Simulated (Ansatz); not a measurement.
The system is Ge.

```
CELL_PARAMETERS angstrom
0.00000 2.82891 2.82891
2.82891 0.00000 2.82891
2.82891 2.82891 0.00000
ATOMIC_POSITIONS crystal
Ge 0.75000 0.75000 0.75000
Ge 0.50000 0.50000 0.50000
```

- Program: Ansatz 0.2.0
- Task: relaxation of cell and atoms
- Functional: BLYP
- Potentials or basis: Ansatz PAW
- Cutoff: 420 eV (not typed: the program's choice for these potentials)
- k mesh: 8 × 8 × 8
- Occupations: fermi-dirac, width 0.05 eV
- Spin: no spin polarisation

At the start: volume 22.64 Å³/atom.

Task: How do energy, volume and symmetry change on relaxing?

Result: It ends after 5 steps and the volume is 25.45 Å³/atom (+12.4 %); space group Fd-3m (No. 227, to 0.05 Å).

Step by step:
```tsv
step	energy change (eV)	largest force (eV/Å)	volume (Å³)
1	0.0000	0.0000	45.28
2	-0.1060	0.0000	49.31
3	-0.1133	0.0000	50.58
4	-0.1135	0.0000	50.89
5	-0.1148	0.0000	50.89
```

Final structure:
```cif
data_structure
_symmetry_space_group_name_H-M 'P 1'
_symmetry_Int_Tables_number 1
_cell_length_a 4.1596
_cell_length_b 4.1596
_cell_length_c 4.1596
_cell_angle_alpha 60.000
_cell_angle_beta 60.000
_cell_angle_gamma 60.000
_cell_volume 50.89
loop_
_atom_site_label
_atom_site_type_symbol
_atom_site_fract_x
_atom_site_fract_y
_atom_site_fract_z
_atom_site_occupancy
Ge1 Ge 0.75000 0.75000 0.75000 1
Ge2 Ge 0.50000 0.50000 0.50000 1
```

The cell as given is a measured one (22.64 Å³/atom); BLYP puts the equilibrium volume +12.4 % from it, thermal expansion not counted.

Caveat: the plane-wave basis is chosen anew once the cell has moved, so the energies of steps on either side of that aren't comparable; the PAW data sets come from PBE, with cores solved anew for the run's functional, which leaves a small shift of forces and pressure.
